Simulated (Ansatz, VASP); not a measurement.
**AlNi: VASP beside Ansatz**

File INCAR:

```
SYSTEM = AlNi
ALGO = Normal
EDIFF = 1E-6
ENCUT = 520
GGA = PS
ISIF = 2
ISMEAR = -1
ISPIN = 2
LASPH = .True.
LCHARG = .False.
LMAXMIX = 4
LORBIT = 11
LREAL = .False.
LWAVE = .False.
MAGMOM = 1 0
NBANDS = 18
NELM = 150
PREC = Accurate
SIGMA = 0.05
```

KPOINTS

```
k-points
0
Gamma
  9 9 9
  0 0 0
```

The input POSCAR:

```
AlNi
1.0
    2.8810000000      0.0000000000      0.0000000000
    0.0000000000      2.8810000000      0.0000000000
    0.0000000000      0.0000000000      2.8810000000
Ni Al
1 1
Direct
    0.5000000000      0.5000000000      0.5000000000
    0.0000000000      0.0000000000      0.0000000000
```

input.yaml

```yaml
crystal:
  lattice:
    - [2.881, 0.0, 0.0]
    - [0.0, 2.881, 0.0]
    - [0.0, 0.0, 2.881]
  atoms:
    - { symbol: Ni, position: [0.5, 0.5, 0.5], spin: 1.0 }
    - { symbol: Al, position: [0.0, 0.0, 0.0] }
hamiltonian:
  xc: pbesol
  pseudopotentials: { kind: paw }
magnetization:
  spin_polarized: true
kpoints:
  mp_grid: { grid: [9, 9, 9] }
scf:
  occupations: { method: fermi_dirac, width: 0.05 }
output:
  forces: true
  stress: true
  eigenvalues: true
  write_density: true
  write_potential: true
  elf: true
  volumetric_format: npy
```

Alike in both runs: task single point; functional PBEsol; k mesh 9 × 9 × 9; occupations fermi-dirac, width 0.05 eV; collinear spin.

```csv
,VASP,Ansatz
version,VASP 6.6.1,Ansatz 0.2.0
potentials or method,"VASP PAW PBE potentials, release 64 (Ni, Al)",Ansatz PAW
plane-wave cutoff (eV),520,420
valence electrons in the cell,13,21
```

VASP gave:

```
gap on the k mesh at the Fermi level (eV) : none
pressure (GPa)                            : -3.2
net moment per atom (μB)                  : 0.00
```

Which values does Ansatz return?

gap on the k mesh at the Fermi level (eV): none; pressure (GPa): -3.4; net moment per atom (μB): 0.00.

A gap of «none» marks a metal or a gap that the smearing closes. The two sets of potentials don't hold the same shells in valence.

Caveats: the PAW data sets were made with another functional, which shifts forces and pressure a little (VASP); the PAW data sets come from PBE, with cores solved anew for the run's functional, which leaves a small shift of forces and pressure (Ansatz); the starting moments weren't kept (Ansatz).
